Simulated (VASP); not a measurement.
# BN (C2/c) in VASP: single point with HF

Aim: the single point of BN with HF.

All numbers are computed with VASP 6.6.1; they aren't measurements. Logs are shortened: lines on timing, memory, paths and dates and some standing lists are left out, and cuts for length are marked.

## 1. The undisturbed crystal

It takes space group C2/c (No. 15, monoclinic). Conventional cell: a = 4.266 Å, b = 3.626 Å, c = 4.791 Å, α = 90.00°, β = 94.36°, γ = 90.00°. B (site symmetry -1) has 4 N at 1.84 to 1.85 Å as nearest neighbours. Around N (site symmetry 2) lie 4 B at 1.84 to 1.85 Å.

The cell was built by a generator and needn't be a form met in nature.

## 2. Single point, HF (atoms moved at random, drawn with an rms of 0.15 Å)

run.py

```python
from ase.calculators.vasp import Vasp
from ase.dft.bandgap import bandgap
from ase.io import read

atoms = read('POSCAR')
calc = Vasp(
    directory='calc',
    xc='hf',
    pp='PBE',
    setups='recommended',
    prec='Accurate',
    encut=520,
    ediff=1e-07,
    ismear=0,
    sigma=0.05,
    lreal=False,
    lasph=True,
    nelm=80,
    algo='Normal',
    isif=2,
    lwave=False,
    lcharg=True,
    precfock='Fast',
    hfrcut=-1,
    lelf=True,
    lvhar=True,
    kpts=[5, 5, 3],
    gamma=True,
    nbands=16,
)
atoms.calc = calc

print('energy (eV):', atoms.get_potential_energy())
print('free energy (eV):', atoms.get_potential_energy(force_consistent=True))
print('forces (eV/A):')
print(atoms.get_forces())
print('stress (eV/A^3, Voigt):', atoms.get_stress())
print('Fermi level (eV):', calc.get_fermi_level())
gap, top, bottom = bandgap(calc)
print('band gap (eV):', gap, 'from (spin, k, band)', top, 'to', bottom)
```

POSCAR

```
BN
1.0
    2.1327995900     -1.8129289900      0.0000000000
    2.1327995900      1.8129289900      0.0000000000
   -0.3639933700      0.0000000000      4.7766721600
B N
2 2
Direct
    0.0367720000      0.5023960000      0.5293080000
    0.5266240000     -0.0056450000     -0.0014170000
    0.0079110000      0.9669610000      0.2536860000
    0.9967550000      0.0404490000      0.7462490000
```

Potentials or basis: VASP PAW PBE potentials, release 64 (B, N).

Launch:

```console
$ python run.py
```

What it wrote:

```text
energy (eV): -47.22860327
free energy (eV): -47.22860327
forces (eV/A):
[[-0.71470401  1.91394988 -1.31355232]
 [ 0.49755589 -0.01111048  2.35987126]
 [-1.88910055 -0.56452781 -1.80073499]
 [ 2.10624866 -1.3383116   0.75441606]]
stress (eV/A^3, Voigt): [ 0.3885665   0.32463063  0.34716965 -0.10107617 -0.00218476  0.0141048 ]
Fermi level (eV): 3.22439561
band gap (eV): 4.6725 from (spin, k, band) (0, np.int64(11), np.int64(7)) to (0, np.int64(11), np.int64(8))
```

OUTCAR:

```text
AEXX = 1.000000
   ENCUT = 520.000000
   EDIFF = 1.00e-07
   PREC = Accurate
   PRECFOCK = Fast
   ISIF = 2
   ISMEAR = 0
   NELM = 80
   LASPH = .TRUE.
   LHFCALC = .TRUE.
   LREAL = .FALSE.

 ion  position               nearest neighbor table
   1  0.037  0.502  0.529-   4 1.73   4 1.77   3 1.90   3 1.95
   2  0.527  0.994  0.999-   3 1.76   4 1.85   4 1.86   3 1.96
   3  0.008  0.967  0.254-   2 1.76   1 1.90   1 1.95   2 1.96
   4  0.997  0.040  0.746-   1 1.73   1 1.77   2 1.85   2 1.86

  LATTYP: Found a base centered monoclinic cell.
 ALAT       =     4.2655991800
 B/A-ratio  =     0.8500231332
 C/A-ratio  =     1.1230592580
 COS(beta)  =    -0.0759820063

  Lattice vectors:

 A1 = (   2.1327995900,  -1.8129289900,   0.0000000000)
 A2 = (   2.1327995900,   1.8129289900,   0.0000000000)
 A3 = (  -0.3639933700,   0.0000000000,   4.7766721600)

Analysis of symmetry for initial positions (statically):
=====================================================================
 Subroutine PRICEL returns:
 Original cell was already a primitive cell.

 Routine SETGRP: Setting up the symmetry group for a
 base centered monoclinic supercell.

 Subroutine GETGRP returns: Found  1 space group operations
 (whereof  1 operations were pure point group operations)
 out of a pool of  4 trial point group operations.

The static configuration has the point symmetry C_1 .

Analysis of symmetry for dynamics (positions and initial velocities):
=====================================================================
 Subroutine PRICEL returns:
 Original cell was already a primitive cell.

 Routine SETGRP: Setting up the symmetry group for a
 base centered monoclinic supercell.

 Subroutine GETGRP returns: Found  1 space group operations
 (whereof  1 operations were pure point group operations)
 out of a pool of  4 trial point group operations.

The dynamic configuration has the point symmetry C_1 .

 Subroutine INISYM returns: Found  1 space group operations
 (whereof  1 operations are pure point group operations),
 and found     1 'primitive' translations

----------------------------------------------------------------------------------------

                                     Primitive cell

  volume of cell :      36.9391

  direct lattice vectors                    reciprocal lattice vectors
     2.132799590 -1.812928990  0.000000000     0.234433653 -0.275796792  0.017864382
     2.132799590  1.812928990  0.000000000     0.234433653  0.275796792  0.017864382
    -0.363993370  0.000000000  4.776672160     0.000000000  0.000000000  0.209350771

  length of vectors
     2.799204461  2.799204461  4.790520650     0.362411568  0.362411568  0.209350771

  position of ions in fractional coordinates (direct lattice)
     0.036772000  0.502396000  0.529308000
     0.526624000  0.994355000  0.998583000
     0.007911000  0.966961000  0.253686000
     0.996755000  0.040449000  0.746249000

  ion indices of the primitive-cell ions
   primitive index   ion index
                 1           1
[... 54 lines left out ...]
  0.200000  0.200000  0.333333      2.000000
  0.400000  0.200000  0.333333      2.000000
 [... further k-points ...]
   k-points           NKPTS =     38   k-points in BZ     NKDIM =     75   number of bands    NBANDS=     16
   number of dos      NEDOS =    301   number of ions     NIONS =      4
   total plane-waves  NPLWV =  20736
   dimension x,y,z NGX =    24 NGY =   24 NGZ =   36
   dimension x,y,z NGXF=    48 NGYF=   48 NGZF=   72
   ions per type =               2   2
   NGX,Y,Z   is equivalent  to a cutoff of  14.25, 14.25, 12.49 a.u.
   NGXF,Y,Z  is equivalent  to a cutoff of  28.51, 28.51, 24.99 a.u.
 SYSTEM =  unknown system
   PREC   = accura    normal or accurate (medium, high low for compatibility)
   ISTART =      0    job   : 0-new  1-cont  2-samecut
   ICHARG =      2    charge: 1-file 2-atom 10-const
   ISPIN  =      1    spin polarized calculation?
   LNONCOLLINEAR =      F non collinear calculations
   LSORBIT =      F    spin-orbit coupling
   LASPH  =      T    aspherical Exc in radial PAW
   ENCUT  =  520.0 eV  38.22 Ry    6.18 a.u.   5.20  5.20  8.91*2*pi/ulx,y,z
   NELM   =     80;   NELMIN=  2; NELMDL= -5     # of ELM steps
   EDIFF  = 0.1E-06   stopping-criterion for ELM
   LREAL  =      F    real-space projection
   EDIFFG = 0.1E-05   stopping-criterion for IOM
   NSW    =      0    number of steps for IOM
   IBRION =     -1    ionic relax: 0-MD 1-quasi-New 2-CG
   NFREE  =      0    steps in history (QN), initial steepest desc. (CG)
   ISIF   =      2    stress and relaxation
   ISYM   =      3    0-nonsym 1-usesym 2-fastsym
   POTIM  = 0.5000    time-step for ionic-motion
   TEBEG  =    0.0;   TEEND  =   0.0 temperature during run
   PSTRESS=    0.0 pullay stress
   NELECT =      16.0000    total number of electrons
   NUPDOWN=      -1.0000    fix difference up-down
   EMIN   =  10.00;   EMAX   =-10.00  energy-range for DOS
   EFERMI =   0.00;   METHOD = LEGACY
   ISMEAR =     0;   SIGMA  =   0.05  broadening in eV -4-tet -1-fermi 0-gaus
   EFERMI_NEDOS =   21; number of points for ismear=-14 and -15
   IALGO  =     38    algorithm
   IMIX   =      1    mixing-type and parameters
     AMIX     =   0.40;   BMIX     =  1.00
     AMIX_MAG =   1.60;   BMIX_MAG =  1.00
  volume/ion in A,a.u.               =       9.23        62.32
  Fermi-wavevector in a.u.,A,eV,Ry     =   1.238662  2.340731 20.875187  1.534283
  Thomas-Fermi vector in A             =   2.373178
   LORBIT       =      0    0 simple, 1 ext, 2 COOP (PROOUT), +10 PAW based schemes
   GGA     = PE    functional components
   LHFCALC =     T    Hartree Fock is set to
   PRECFOCK=fast      Normal, Fast or Accurate (Low or Medium for compatibility)
   ENCUT4O =  -1.0   cutoff for four orbital integrals eV
   NKREDX  =     1    reduce k-point grid by
   NKREDY  =     1    reduce k-point grid by
   NKREDZ  =     1    reduce k-point grid by
   AEXX    =    1.0000 exact exchange contribution
   HFSCREEN=    0.0000 screening length (either q_TF or 0.3 A-1)
   HFSCREENC=   0.0000 screening length for correlation (either q_TF or 0.3 A-1)
   ENCUTFOCK=  -1.0 apply spherical cutoff to Coloumb kernel
   IVDW    =     0    specifies the selected vdW correction
   LEPSILON=     F    determine dielectric tensor
   LRPA    =     F    only Hartree local field effects (RPA)
 non-spin polarized calculation
 Gauss-broadening in eV      SIGMA  =   0.05
  energy-cutoff  :      520.00
  volume of cell :       36.94
 maximum number of plane-waves:      1007
 NGX is ok and might be reduce to    24
  NGX = 12; NGY = 12; NGZ = 20

 number of electron      16.0000000 magnetization

 Free energy of the ion-electron system (eV)
  ---------------------------------------------------
  ext. energy  EPLUGINS =         0.00000000
  ---------------------------------------------------
  free energy    TOTEN  =       -47.22860327 eV

  energy without entropy =      -47.22860327  energy(sigma->0) =      -47.22860327

 E-fermi :   3.2244     XC(G=0):   0.0000

 val. band max:        2.9706856913   @ k =   0.4000   0.4000   0.0000
 cond. band min:       7.6432062267   @ k =   0.4000   0.4000   0.0000
 fundamental gap:      4.6725205354
 Fermi energy:         3.2243956084

 k-point     1 :       0.0000    0.0000    0.0000
  band No.  band energies     occupation
      1     -22.9844      2.00000
      2     -18.6404      2.00000
      3     -11.1879      2.00000
      4      -3.2488      2.00000
      5      -2.6322      2.00000
      6      -0.0898      2.00000
[... 433 lines left out ...]
      3      -8.7312      2.00000
      4      -6.4602      2.00000
      5      -5.6922      2.00000
      6      -4.1942      2.00000
[... 8 lines left out ...]
     15      21.2160      0.00000
     16      23.6645      0.00000

 [... further k-points ...]

------------------------ aborting loop because EDIFF is reached ----------------------------------------

  FORCE on cell =-STRESS in cart. coord.  units (eV):
  Direction    XX          YY          ZZ          XY          YZ          ZX
  --------------------------------------------------------------------------------------
  -------------------------------------------------------------------------------------
  Total      -14.3532891    -11.9915568    -12.8241276     -0.5210182      3.7336608      0.0807029
  in kB     -622.5521570   -520.1155987   -556.2270949    -22.5983729    161.9418755      3.5003681
  external PRESSURE =    -566.2982835 kB  Pullay stress =       0.0000000 kB

 VOLUME and BASIS-vectors are now :
 -----------------------------------------------------------------------------
  energy-cutoff  :      520.00
  volume of cell :       36.94
      direct lattice vectors                 reciprocal lattice vectors
     2.132799590 -1.812928990  0.000000000     0.234433653 -0.275796792  0.017864382
     2.132799590  1.812928990  0.000000000     0.234433653  0.275796792  0.017864382
    -0.363993370  0.000000000  4.776672160     0.000000000  0.000000000  0.209350771

 POSITION                                       TOTAL-FORCE (eV/Angst)
 -----------------------------------------------------------------------------------
      0.95727      0.84414      2.52833        -0.714704      1.913950     -1.313552
      2.88047      0.84796      4.76990         0.497556     -0.011110      2.359871
      1.98687      1.73869      1.21177        -1.889101     -0.564528     -1.800735
      1.94052     -1.73371      3.56459         2.106249     -1.338312      0.754416
 -----------------------------------------------------------------------------------
    total drift:                                0.000330      0.001385      0.000605

  FREE ENERGIE OF THE ION-ELECTRON SYSTEM (eV)
  ---------------------------------------------------
  free  energy   TOTEN  =       -47.2286032675 eV

  energy  without entropy=      -47.2286032675  energy(sigma->0) =      -47.22860327
```

INCAR:

```text
AEXX = 1.000000
AGGAC = 0.000000
ALDAC = 0.000000
ENCUT = 520.000000
SIGMA = 0.050000
HFRCUT = -1.000000
EDIFF = 1.00e-07
ALGO = Normal
PREC = Accurate
PRECFOCK = Fast
ISIF = 2
ISMEAR = 0
NBANDS = 16
NELM = 80
LASPH = .TRUE.
LCHARG = .TRUE.
LELF = .TRUE.
LHFCALC = .TRUE.
LVHAR = .TRUE.
LWAVE = .FALSE.
LREAL = .FALSE.
```

It took 11 min on 1 thread of Intel Xeon 6975P-C (Granite Rapids), shared host; peak memory 0.15 GiB.

Results:

* Free energy: -47.2286 eV
* Pressure: -56.6 GPa
* Largest force: 2.670 eV/Å
* Band gap on the k mesh: 4.67 eV, direct

Forces in eV/Å, atoms in the order of the input:
```
B   -0.715  1.914 -1.314
B    0.498 -0.011  2.360
N   -1.889 -0.565 -1.801
N    2.106 -1.338  0.754
```

Stress tensor (GPa, compression positive):
```
-62.26  -2.26   0.35
 -2.26 -52.01  16.19
  0.35  16.19 -55.62
```

Levels at points of the mesh, in eV from the valence-band top:
| k point | band 5 | band 6 | band 7 | band 8 | band 9 | band 10 | band 11 | band 12 |
| --- | --- | --- | --- | --- | --- | --- | --- | --- |
| (0.00, 0.00, 0.00) | -5.60 | -3.06 | -1.04 | -0.81 | 6.65 | 11.68 | 12.34 | 12.95 |

Caveat: the k mesh is coarse (spacing up to 0.46 Å⁻¹), so the values aren't converged, least of all with exact exchange; the cell as given lies far from equilibrium; the potentials were made for another functional, which shifts forces and pressure; an odd mesh through Γ misses points on the zone boundary, where band edges often lie.

## 3. For comparison

An earlier run on the cell as given: functional PBE; potentials or basis VASP PAW PBE potentials, release 64 (B, N); cutoff 520 eV; k mesh 10 × 10 × 6; occupations fermi-dirac, width 0.05 eV; no spin polarisation.

* Pressure: -49.4 GPa
* Largest force: 0.297 eV/Å
* Band gap on the k mesh: none (metal or under the smearing width)
